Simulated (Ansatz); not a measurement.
Write the native input for Ansatz 0.2.0 that does the following.

```
Task                : atomic charges
Functional          : HSE03
Potentials or basis : Ansatz PAW
Cutoff              : 420 eV (not typed: the program's choice for these potentials)
k mesh              : 7 × 7 × 7
Occupations         : fermi-dirac, width 0.1 eV
Spin                : no spin polarisation
```

Crystal: Pb.

```
Pb
1.0
     0.00000    2.47502    2.47502
     2.47502    0.00000    2.47502
     2.47502    2.47502    0.00000
Pb
1
Direct
  0.00000 0.00000 0.00000
```

The input as run:

input.yaml

```yaml
crystal:
  lattice: { a: 4.95004, b: 4.95004, c: 4.95004, alpha: 90.0, beta: 90.0, gamma: 90.0 }
  space_group: 225
  reduce_to_primitive: true
  atoms:
    - { symbol: Pb, wyckoff: "4a", position: [0.0, 0.0, 0.0] }
hamiltonian:
  xc: { exchange: pbe, correlation: pbe, exx: { coeff: 0.25, omega: 0.3 } }
  pseudopotentials: { kind: paw }
kpoints:
  mp_grid: { grid: [7, 7, 7] }
scf:
  occupations: { method: fermi_dirac, width: 0.1 }
output:
  forces: true
  stress: true
  eigenvalues: true
  bader: true
  populations: intrinsic
```

Potentials or basis: Ansatz PAW.

Launch:

```bash
$ ansatz run input.yaml --threads 1 --pin off --max-ram 2560MiB --backend cpu --events-out ev --progress --plain --runs-dir out
```

Results of the run:

```yaml
Pressure: 1.8 GPa
Band_gap_on_the_k_mesh: none (metal or under the smearing width)
```

Caveat: the PAW data sets come from PBE, with cores solved anew for the run's functional, which leaves a small shift of forces and pressure; the thresholds are loose for stress.

Wall time 26 s on 1 thread of Arm Neoverse V2, with other jobs on the host, peak memory 1 GiB.
